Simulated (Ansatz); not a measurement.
# CdSe (F-43m) in Ansatz: relaxation of cell and atoms with PBEsol0

Aim: the relaxation of cell and atoms of CdSe with PBEsol0.

Everything below comes from runs of Ansatz 0.2.0. Logs are shortened: lines on timing, memory, paths and dates and some standing lists are left out, and cuts for length are marked.

## Step 1: The structure

It takes space group F-43m (No. 216, cubic). The conventional cell has a = 6.141 Å, b = 6.141 Å, c = 6.141 Å, α = 90.00°, β = 90.00°, γ = 90.00°. Cd (site symmetry -43m) is surrounded by 4 Se at 2.66 Å. Se (site symmetry -43m) has 4 Cd at 2.66 Å as nearest neighbours.

Measurements of this composition are mostly on another form, of space group No. 186.

## Step 2: Relaxation of cell and atoms, PBEsol0

input.yaml reads:

```yaml
crystal:
  lattice:
    - [0.0, 3.0702711986, 3.0702711986]
    - [3.0702711986, 0.0, 3.0702711986]
    - [3.0702711986, 3.0702711986, 0.0]
  atoms:
    - { symbol: Cd, position: [0.0, 0.0, 0.0] }
    - { symbol: Se, position: [0.25, 0.25, 0.25] }
hamiltonian:
  xc: { exchange: pbesol, correlation: pbesol, exx: { coeff: 0.25 } }
  pseudopotentials: { kind: paw }
kpoints:
  mp_grid: { grid: [4, 4, 4] }
scf:
  occupations: { method: fermi_dirac, width: 0.05 }
output:
  forces: true
  stress: true
  write_density: true
  write_potential: true
  elf: true
  volumetric_format: npy
relax:
  f_tol: 0.01
  max_steps: 40
  cell: { stress_tol: 0.05 }
```

Potentials or basis: Ansatz PAW.

Launch:

```console
$ ansatz run input.yaml --threads 2 --pin off --max-ram 5632MiB --backend cpu --events-out ev --progress --plain --runs-dir out
```

What it wrote:

```text
Warning: RAYON_NUM_THREADS=2 ignored (pool sized by the plan → 2); use --threads N
Engine: ansatz 0.2.0, aarch64-unknown-linux-gnu
Pseudopotentials: kind: paw
Pseudopotential: Cd, paw, valence charge 20, recommended cutoff 420 eV (normal), Cd.paw.azcp
Pseudopotential: Se, paw, valence charge 16, recommended cutoff 420 eV (normal), Se.paw.azcp
Functional definition: unnamed
  parameter a_1 = 0.25
  exchange = (1 - a_1)*pbe_x(mu = 0.12345679012345678) + a_1*exact_x
  correlation = pbe_c(beta = 0.046)
Crystal: 2 atoms, lattice volume = 57.884 Å³
Basis set: ecut = 420 eV, 1139 PW (Γ), exchange–correlation on 60×60×60 points (8 copies of the dense FFT grid, shifted against one another)
Bands: 22, of which v1, the nominal top of the filled ones, is band 18 counted from 1 (17 counted from 0)
Symmetry: 24 space group operations
Space group: F-43m (ITA 216), of the structure as read, at distance tolerance 3.9e-5 Å
k-points: 8 of 64 (time reversal used)
Non-local potential: Cd, projectors of the file, l = 0: 3, l = 1: 2, l = 2: 2, l = 3: 1
Non-local potential: Se, projectors of the file, l = 0: 2, l = 1: 2, l = 2: 3, l = 3: 1
PAW form: soft (Blöchl's): semilocal exchange-correlation on the pseudo side does not see the compensation charge
PAW frozen core: Cd, regenerated for the run's functional, and the local potential with it (the file was generated under x = pbe(κ = 0.804, μ = 0.2195149727645171), c = pbe(β = 0.06672455060314922))
PAW frozen core: Se, regenerated for the run's functional, and the local potential with it (the file was generated under x = pbe(κ = 0.804, μ = 0.2195149727645171), c = pbe(β = 0.06672455060314922))
PAW one-centre angular grid: Cd, 590 points (default); XC on 64 Gauss nodes
PAW one-centre angular grid: Se, 590 points (default); XC on 64 Gauss nodes
Initial density: superposition of atomic densities (neutral atoms: chi_scale 0, normalization atom), corrected by the library's trained network
Initial wavefunctions: pseudopotential atomic-orbital guess
Functional: x = pbesol(κ = 0.804, μ = 0.12345679012345678), c = pbesol(β = 0.046), warm-up for x = 0.75 pbesol(κ = 0.804, μ = 0.12345679012345678) + 0.25 exact, c = pbesol(β = 0.046)
SCF iter   1: F=—  HF=-13609.355506 eV  |F-HF|=—  |Δ(HF+E_count)|=         —  Δρ=4.59e-3  dr2=1.18e-2  ethr=1.77e-3  ⟨swp⟩=7.1  Hψ=709  notcnv=0
preconditioner: auto → none  [insulator: Δε(μ)=0.377 eV  Ē_g=11.846 eV  σ=0.050 eV  W_gap=0.95  n_scr=14 (ndim 8)  ℏωp=20.7 eV  f_vac=0.215  D(μ)=0.05/eV (n_scr^D=0)]
iter 2 solved again at ethr=8.37e-7 eV; its pass at ethr=3.28e-5 eV (dr2=3.01e-4 eV) is discarded
SCF iter   2: F=—  HF=-13609.351150 eV  |F-HF|=—  |Δ(HF+E_count)|=   4.36e-3  Δρ=1.07e-3  dr2=3.01e-4  ethr=8.37e-7  ⟨swp⟩=2.0  Hψ=815  notcnv=0
SCF iter   3: F=—  HF=-13609.351108 eV  |F-HF|=—  |Δ(HF+E_count)|=   4.18e-5  Δρ=4.16e-4  dr2=4.72e-5  ethr=8.37e-7  ⟨swp⟩=3.4  Hψ=399  notcnv=0
SCF iter   4: F=-13609.351132 eV  HF=-13609.351144 eV  |F-HF|=1.16e-5  |Δ(HF+E_count)|=   3.61e-5  Δρ=1.53e-4  dr2=1.60e-5  ethr=1.31e-7  ⟨swp⟩=3.0  Hψ=388  notcnv=0
SCF 1 stopped early in 4 iterations: F = -13609.351132 eV  dr2 = 1.60e-5
Initial density: handed on by an earlier stage of this run
Initial wavefunctions: those handed on with the density
Functional: x = 0.75 pbesol(κ = 0.804, μ = 0.12345679012345678) + 0.25 exact, c = pbesol(β = 0.046)
Frozen-core exchange: fock
SCF iter   1: F=—  HF=-13646.709021 eV  |F-HF|=—  |Δ(HF+E_count)|=         —  Δρ=6.33e-3  dr2=1.96e-2  ethr=4.43e-7  ⟨swp⟩=6.1  Hψ=792  notcnv=0
preconditioner: auto → none  [insulator: Δε(μ)=1.925 eV  Ē_g=14.624 eV  σ=0.050 eV  W_gap=1.00  n_scr=14 (ndim 8)  ℏωp=20.7 eV  f_vac=0.207  D(μ)=0.00/eV (n_scr^D=0)]
SCF iter   2: F=—  HF=-13646.699159 eV  |F-HF|=—  |Δ(HF+E_count)|=   9.86e-3  Δρ=2.30e-3  dr2=2.65e-3  ethr=4.43e-7  ⟨swp⟩=4.0  Hψ=608  notcnv=0
SCF iter   3: F=—  HF=-13646.710884 eV  |F-HF|=—  |Δ(HF+E_count)|=   1.17e-2  Δρ=1.67e-3  dr2=1.10e-3  ethr=4.43e-7  ⟨swp⟩=4.0  Hψ=587  notcnv=0
SCF iter   4: F=—  HF=-13646.710613 eV  |F-HF|=—  |Δ(HF+E_count)|=   2.71e-4  Δρ=5.29e-4  dr2=1.35e-4  ethr=4.43e-7  ⟨swp⟩=3.1  Hψ=461  notcnv=0
SCF iter   5: F=—  HF=-13646.710921 eV  |F-HF|=—  |Δ(HF+E_count)|=   3.07e-4  Δρ=2.07e-4  dr2=3.86e-5  ethr=2.08e-7  ⟨swp⟩=3.1  Hψ=392  notcnv=0
SCF iter   6: F=-13646.710908 eV  HF=-13646.710909 eV  |F-HF|=1.03e-6  |Δ(HF+E_count)|=   1.13e-5  Δρ=4.01e-5  dr2=2.52e-6  ethr=8.70e-8  ⟨swp⟩=3.0  Hψ=350  notcnv=0
SCF 2 stopped early in 6 iterations: F = -13646.710908 eV  dr2 = 2.52e-6
hybrid outer 1: dexx = +1.456e-2 eV, tail = 7.71e-5 eV
Frozen-core exchange: fock
SCF iter   1: F=—  HF=-13646.711215 eV  |F-HF|=—  |Δ(HF+E_count)|=         —  Δρ=5.33e-5  dr2=5.67e-7  ethr=1.07e-6  ⟨swp⟩=3.9  Hψ=392  notcnv=0
preconditioner: auto → none  [insulator: Δε(μ)=2.006 eV  Ē_g=14.564 eV  σ=0.050 eV  W_gap=1.00  n_scr=14 (ndim 8)  ℏωp=20.7 eV  f_vac=0.213  D(μ)=0.00/eV (n_scr^D=0)]
SCF iter   2: F=—  HF=-13646.711216 eV  |F-HF|=—  |Δ(HF+E_count)|=   1.17e-6  Δρ=2.71e-5  dr2=3.77e-7  ethr=1.20e-9  ⟨swp⟩=4.2  Hψ=579  notcnv=0
SCF iter   3: F=—  HF=-13646.711216 eV  |F-HF|=—  |Δ(HF+E_count)|=   7.30e-8  Δρ=1.19e-5  dr2=1.47e-7  ethr=6.71e-10  ⟨swp⟩=3.0  Hψ=361  notcnv=0
SCF iter   4: F=—  HF=-13646.711217 eV  |F-HF|=—  |Δ(HF+E_count)|=   6.06e-7  Δρ=6.02e-6  dr2=3.99e-8  ethr=7.46e-11  ⟨swp⟩=4.0  Hψ=529  notcnv=0
SCF iter   5: F=—  HF=-13646.711217 eV  |F-HF|=—  |Δ(HF+E_count)|=   1.62e-8  Δρ=7.50e-7  dr2=2.43e-9  ethr=7.46e-11  ⟨swp⟩=3.0  Hψ=421  notcnv=0
[... 100 lines left out ...]
hybrid outer 2: dexx = +9.872e-9 eV, tail = 1.63e-9 eV, Δε = 4.11e-4 eV (about 2.19e-5 eV left of the loop's levels)
Frozen-core exchange: fock
SCF iter   1: F=—  HF=-13646.724066 eV  |F-HF|=—  |Δ(HF+E_count)|=         —  Δρ=5.20e-7  dr2=1.17e-10  ethr=2.27e-11  ⟨swp⟩=4.4  Hψ=397  notcnv=0
SCF iter   2: F=-13646.724066 eV  HF=-13646.724066 eV  |F-HF|=1.82e-12  |Δ(HF+E_count)|=  3.64e-11  Δρ=7.88e-8  dr2=1.07e-12  ethr=1.00e-12 (applied; sched 1.00e-12)  ⟨swp⟩=3.0  Hψ=360  notcnv=0
SCF 14 converged in 2 iterations: F = -13646.724066 eV  dr2 = 1.07e-12
  Residual-converged pass: ⟨swp⟩=4.0  Hψ=521  notcnv=0  max |occ|·‖R‖ = 9.4e-9 eV (tolerance 1.0e-8 eV)  dr2=1.03e-12  dr2_onsite=2.20e-13  max |Δocc| = 7.8e-21
hybrid outer 3: dexx = +2.331e-12 eV, tail = 2.82e-12 eV, Δε = 8.99e-6 eV (about 1.39e-6 eV left of the loop's levels), ΔF = 1.85e-17 eV/Å (tail 9.50e-6)
relax step   4: F+E_penalty+E_count = -13646.72406605 eV  Δ(F+E_penalty+E_count) = -3.704e-5 eV  max|allowed force component| = 3.527e-17 eV/Å  Δτ_max = 0.0000 Å  P = -0.001 GPa  Ω = 55.888 Å³  energy of the carried Pulay correction = +1.139e-3 eV  (11 SCF iters, accepted)
Frozen-core exchange: fock
iter 1 solved again at ethr=1.40e-8 eV; its pass at ethr=1.00e-1 eV (dr2=5.06e-6 eV) is discarded
SCF iter   1: F=—  HF=-13646.722951 eV  |F-HF|=—  |Δ(HF+E_count)|=         —  Δρ=1.29e-4  dr2=2.72e-6  ethr=1.40e-8  ⟨swp⟩=10.2  Hψ=1027  notcnv=0
preconditioner: auto → none  [insulator: Δε(μ)=2.095 eV  Ē_g=15.310 eV  σ=0.050 eV  W_gap=1.00  n_scr=14 (ndim 8)  ℏωp=21.1 eV  f_vac=0.203  D(μ)=0.00/eV (n_scr^D=0)]
SCF iter   2: F=—  HF=-13646.722950 eV  |F-HF|=—  |Δ(HF+E_count)|=   1.21e-6  Δρ=4.56e-5  dr2=5.62e-7  ethr=6.88e-9  ⟨swp⟩=3.5  Hψ=411  notcnv=0
SCF iter   3: F=—  HF=-13646.722950 eV  |F-HF|=—  |Δ(HF+E_count)|=   6.81e-9  Δρ=2.11e-5  dr2=5.48e-7  ethr=8.73e-10  ⟨swp⟩=3.0  Hψ=361  notcnv=0
SCF iter   4: F=—  HF=-13646.722959 eV  |F-HF|=—  |Δ(HF+E_count)|=   9.38e-6  Δρ=3.92e-5  dr2=6.29e-7  ethr=1.08e-10  ⟨swp⟩=5.2  Hψ=682  notcnv=0  defer=24
iter 5 solved again at ethr=3.00e-12 eV; its pass at ethr=1.08e-10 eV (dr2=1.08e-9 eV) is discarded
SCF iter   5: F=-13646.722959 eV  HF=-13646.722959 eV  |F-HF|=1.23e-9  |Δ(HF+E_count)|=   2.90e-7  Δρ=2.14e-6  dr2=3.04e-9  ethr=3.00e-12  ⟨swp⟩=2.0  Hψ=889  notcnv=0
SCF 15 stopped early in 5 iterations: F = -13646.722959 eV  dr2 = 3.04e-9
hybrid outer 1: dexx = +9.871e-6 eV, tail = 6.56e-8 eV
Frozen-core exchange: fock
SCF iter   1: F=—  HF=-13646.722959 eV  |F-HF|=—  |Δ(HF+E_count)|=         —  Δρ=5.30e-6  dr2=9.90e-9  ethr=9.11e-10  ⟨swp⟩=9.1  Hψ=556  notcnv=0
preconditioner: auto → none  [insulator: Δε(μ)=2.095 eV  Ē_g=14.723 eV  σ=0.050 eV  W_gap=1.00  n_scr=14 (ndim 8)  ℏωp=21.1 eV  f_vac=0.203  D(μ)=0.00/eV (n_scr^D=0)]
SCF iter   2: F=—  HF=-13646.722959 eV  |F-HF|=—  |Δ(HF+E_count)|=   3.94e-9  Δρ=6.81e-7  dr2=1.83e-10  ethr=2.72e-11  ⟨swp⟩=3.2  Hψ=390  notcnv=0
SCF iter   3: F=—  HF=-13646.722959 eV  |F-HF|=—  |Δ(HF+E_count)|=  6.66e-10  Δρ=3.35e-7  dr2=4.90e-11  ethr=1.29e-12 (applied; sched 1.00e-12)  ⟨swp⟩=4.0  Hψ=452  notcnv=0
SCF iter   4: F=-13646.722959 eV  HF=-13646.722959 eV  |F-HF|=3.64e-12  |Δ(HF+E_count)|=  2.18e-11  Δρ=3.62e-8  dr2=2.33e-12  ethr=1.00e-12  ⟨swp⟩=2.0  Hψ=320  notcnv=0
SCF 16 converged in 4 iterations: F = -13646.722959 eV  dr2 = 2.33e-12
  Residual-converged pass: ⟨swp⟩=4.0  Hψ=557  notcnv=0  max |occ|·‖R‖ = 7.9e-9 eV (tolerance 1.0e-8 eV)  dr2=2.29e-12  dr2_onsite=6.58e-14  max |Δocc| = 1.1e-19
hybrid outer 2: dexx = +1.028e-9 eV, tail = 6.82e-11 eV, Δε = 1.60e-4 eV (about 6.52e-6 eV left of the loop's levels)
relax step   5: F+E_penalty+E_count = -13646.72295911 eV  Δ(F+E_penalty+E_count) = +1.107e-3 eV  max|allowed force component| = 4.684e-17 eV/Å  Δτ_max = 0.0000 Å  P = +0.001 GPa  Ω = 55.888 Å³  stress off target by 7.63e-4 GPa  SCF on the basis re-selected at this cell (its energy is not comparable with the rows above)  (9 SCF iters)
basis re-selected at this cell: Δ(F+E_penalty+E_count) = +1.107e-3 eV, ΔP = +0.002 GPa vs the last step (what re-selecting the basis moved, of the pressure what is left beyond the Pulay correction that the steps carried, after the strain that the cell walked since its last selection, with what the two solves' SCF thresholds leave and, on support functions, any second-order correction that the steps lacked; it is no measure of the basis error at this ecutwfc). This SCF's stress stands 7.63e-4 GPa from its target on what of the cell is left free (relax.cell.stress_tol is 5.00e-2 GPa) and its largest allowed force component is 4.68e-17 eV/Å (relax.f_tol is 1.00e-2 eV/Å): within both
hybrid SCF converged: 2 outer / 9 inner (+0 warm-up), last move |dexx| = 1.03e-9 eV, tail = 6.82e-11 eV
Stability not checked: this state was not tested for a lower state beside it, because the functional holds exact exchange (a hybrid, or Hartree-Fock), whose exchange loop this test does not read (fock_operator; see scf.lower_state_search)
Free energy (F): -13646.722959 eV
Frozen-core exchange: fock
Harris-Foulkes:  -13646.722959 eV  (|F-HF|=3.64e-12)
Internal energy: -13646.722959 eV  (E = F + TS)
E sigma→0 (E₀):  -13646.722959 eV
Fermi energy:    7.615347 eV
--- Per-component energies (eV) ---
  E_band       = -1010.680206
  E_kinetic    = 624.344862
  E_local      = -6369.523412  (includes V_loc(G=0)·N_el)
  E_nonlocal   = -555.336825
  E_hartree    = 3028.455728
  E_xc         = -214.946932
  E_vxc        = -245.922728  (∫ρ·V_xc dr)
  E_exx        = -171.557685  (= α·E_x^exact, valence–valence)
  E_paw        = -5810.615639  (= ΣΔE_a)
  E_vpaw       = -178.037495  (= ΣTr[D̂ρ^β])
  E_aug_tail   = -0.000597  (compensation charges beyond the density's cutoff)
  E_ewald      = -4176.864084
  E_core_change = -0.678374  (= ΣΔE_core)
  E_smearing   = -0.000000  (= −TS)
  E_closure    = 0.000001  (closes the sum)
  Σ components = -13646.722959   (vs F -13646.722959, Δ=-1.82e-12)
--- Forces (eV/Å), atoms counted from 1 ---
  atom   1  Cd     0.00000000    -0.00000000    -0.00000000
  atom   2  Se    -0.00000000     0.00000000     0.00000000
  max |Σ_I F_I| component: 4.51e-17 eV/Å
--- Stress (GPa, compression-positive) ---
        0.000763      -0.000000      -0.000000
       -0.000000       0.000763       0.000000
       -0.000000      -0.000000       0.000763
  P = ⅓ Tr σ = 0.0008 GPa (0.008 kbar)
--- Band table (eV; the first three rows and the last of 8) ---
  k-point 0: bands = ["-100.2294", "-59.9710", "-59.9710", "-59.9710", "-43.8058", "-43.8058", "-43.8058", "-43.8017", "-43.8017", "-7.2789", "-2.7278", "-2.7278", "-2.7278", "-2.3385", "-2.3385", "6.5405", "6.5405", "6.5405", "8.6352", "14.1547"]
  k-point 1: bands = ["-100.2295", "-59.9710", "-59.9710", "-59.9709", "-43.8058", "-43.8058", "-43.8058", "-43.8017", "-43.8017", "-7.0709", "-2.6721", "-2.6721", "-2.4882", "-2.3376", "-2.3376", "3.6600", "6.0968", "6.0968", "10.4037", "14.1554"]
  k-point 2: bands = ["-100.2295", "-59.9710", "-59.9710", "-59.9709", "-43.8059", "-43.8059", "-43.8059", "-43.8017", "-43.8017", "-6.8607", "-2.6311", "-2.6311", "-2.3182", "-2.3182", "-1.9956", "1.6978", "5.7077", "5.7077", "10.5093", "14.6514"]
  k-point 7: bands = ["-100.2295", "-59.9711", "-59.9709", "-59.9707", "-43.8059", "-43.8059", "-43.8059", "-43.8017", "-43.8016", "-6.7343", "-2.5367", "-2.5320", "-2.3793", "-2.3345", "-1.7763", "2.1938", "4.0346", "4.1054", "13.2253", "13.4868"]
  guard bands above this table: 2 of the run's 22 bands. The solve was not asked for them (output.publish_guard_bands: true or output.eigenvalues: true publishes all)
--- Relaxed structure (4 steps of the walk, 4 accepted, 1 SCFs on fresh bases) ---
  F+E_penalty+E_count = -13646.72295911 eV   max|allowed force component| = 4.684e-17 eV/Å   (the final SCF, on the basis selected at the relaxed cell)
  cell:  # Å, volume = 55.8880 Å³
    - [8.152595252632943e-34, 3.0345633551090145, 3.0345633551090145]
    - [3.0345633551090145, 3.439376122204523e-33, 3.0345633551090145]
    - [3.0345633551090145, 3.0345633551090145, 4.815126571086332e-33]
  atoms:
    - { symbol: Cd, position: [-1.0533132598921137e-33, 9.069471493363856e-34, 1.2676350646344297e-33] }
    - { symbol: Se, position: [0.25, 0.25, 0.25] }
```

Run time: 47 s. Hardware: 2 threads of Arm Neoverse V1, shared host; peak memory 0.85 GiB.

What came out:

| Property | Result |
| --- | --- |
| Free energy | -13646.7230 eV |
| Relaxed volume | 27.94 Å³/atom |
| Relaxed cell | a = 4.292 Å, b = 4.292 Å, c = 4.292 Å, α = 60.00°, β = 60.00°, γ = 60.00° |
| Space group after relaxing (to 0.05 Å) | F-43m (No. 216) |
| Energy gained by relaxing | 5.9 meV/atom |
| Ionic steps | 5 |
| Pressure after relaxing | 0.0 GPa |
| Band gap on the k mesh | 2.09 eV, direct |

The path:
| step | energy change (eV) | largest force (eV/Å) | volume (Å³) |
| --- | --- | --- | --- |
| 1 | 0.0000 | 0.0000 | 57.88 |
| 2 | -0.0114 | 0.0000 | 55.12 |
| 3 | -0.0128 | 0.0000 | 55.94 |
| 4 | -0.0128 | 0.0000 | 55.89 |
| 5 | -0.0117 | 0.0000 | 55.89 |

Final structure:
```yaml
crystal:
  lattice:
    - [0.00000, 3.03456, 3.03456]
    - [3.03456, 0.00000, 3.03456]
    - [3.03456, 3.03456, 0.00000]
  atoms:
    - { symbol: Cd, position: [0.00000, 0.00000, 0.00000] }
    - { symbol: Se, position: [0.25000, 0.25000, 0.25000] }
```

Levels at points of the mesh, in eV from the valence-band top:
```tsv
k point	band 16	band 17	band 18	band 19	band 20
(0.00, 0.00, 0.00)	0.00	0.00	0.00	2.09	7.61
(0.00, 0.00, -0.50)	-4.84	-0.83	-0.83	3.97	8.11
(0.00, -0.50, -0.50)	-4.49	-2.06	-2.06	4.49	5.37
```

Caveat: the k mesh is coarse (spacing up to 0.44 Å⁻¹), so the values aren't converged, least of all with exact exchange; the plane-wave basis is chosen anew once the cell has moved, so the energies of steps on either side of that aren't comparable; the PAW data sets come from PBE, with cores solved anew for the run's functional, which leaves a small shift of forces and pressure.
